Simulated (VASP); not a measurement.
Crystal: KI.

```
CELL_PARAMETERS angstrom
0.00000 3.53277 3.53277
3.53277 0.00000 3.53277
3.53277 3.53277 0.00000
ATOMIC_POSITIONS crystal
K 0.00000 0.00000 0.00000
I 0.50000 0.50000 0.50000
```

Base run:

* Program: VASP 6.6.1
* Functional: PBEsol
* Potentials or basis: VASP PAW PBE potentials, release 64 (K_sv, I)
* Cutoff: 600 eV
* k mesh: 6 × 6 × 6
* Occupations: fermi-dirac, width 0.02 eV
* Spin: no spin polarisation

Its results: band gap on the k mesh 3.81 eV, direct; pressure -0.2 GPa.

Task: After a change of settings the same cell gave: band gap on the k mesh 4.61 eV, direct; pressure 0.1 GPa. Which change was it?
A. cutoff from 600 eV to 520 eV; k mesh from 6 × 6 × 6 to 8 × 8 × 8
B. functional from PBEsol to r2SCAN; cutoff from 600 eV to 520 eV
C. potentials or basis from VASP PAW PBE potentials, release 64 (K_sv, I) to VASP PAW PBE potentials, release 64 (K_pv, I); cutoff from 600 eV to 500 eV; valence electrons from 16 to 14
D. cutoff from 600 eV to 700 eV

Result: B.

r2SCAN gives the wider gap, since meta-GGAs in the generalised Kohn-Sham scheme recover part of the derivative discontinuity.

Caveats: the PAW data sets were made with another functional, which shifts forces and pressure a little; spin-orbit coupling is left out, which moves the levels of the heavy elements.

Runs at the PBE level aren't shown here.
